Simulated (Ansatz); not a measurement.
Start from BaSnO3 in the cubic perovskite structure (space group Pm-3m, No. 221; a = 4.122 Å). Axes: x, y, z lie along the cube axes.

It is then changed as follows: uniaxial strain ε_xx = −0.64 %, all other strain components held at zero, atoms relaxed at fixed cell.

Levels (all Ansatz, a first-principles code, PAW, earlier PAW set): PBEsol (420 eV, no spin-orbit coupling); r2SCAN (500 eV, scalar-relativistic without spin-orbit coupling).

The geometry is relaxed with PBEsol.

| Property | Value |
|---|---|
| PBEsol lowest conduction level above the VBM at special points | Γ 0.94 eV; X 4.98 eV; Z 5.03 eV; A 5.21 eV |
| PBEsol smallest direct gap | 1.42 eV |
| PBEsol pressure | 1.00 GPa |

Q: What does r2SCAN give at this geometry for the lowest conduction level above the VBM at special points, smallest direct gap and pressure?

A: The lowest conduction level above the VBM at special points becomes Γ 1.76 eV; X 5.77 eV; Z 5.83 eV; A 6.03 eV (PBEsol: Γ 0.94 eV; X 4.98 eV; Z 5.03 eV; A 5.21 eV); the smallest direct gap rises by 0.81 eV (1.42 eV → 2.23 eV); the pressure grows by 1.11 GPa, from 1.00 GPa to 2.11 GPa.

Single points use the geometry relaxed with PBEsol. Their cutoffs differ, which shifts pressures a little. Whether these cells are dynamically stable was not tested. Labels are those of the standard path for the cell's own space group.
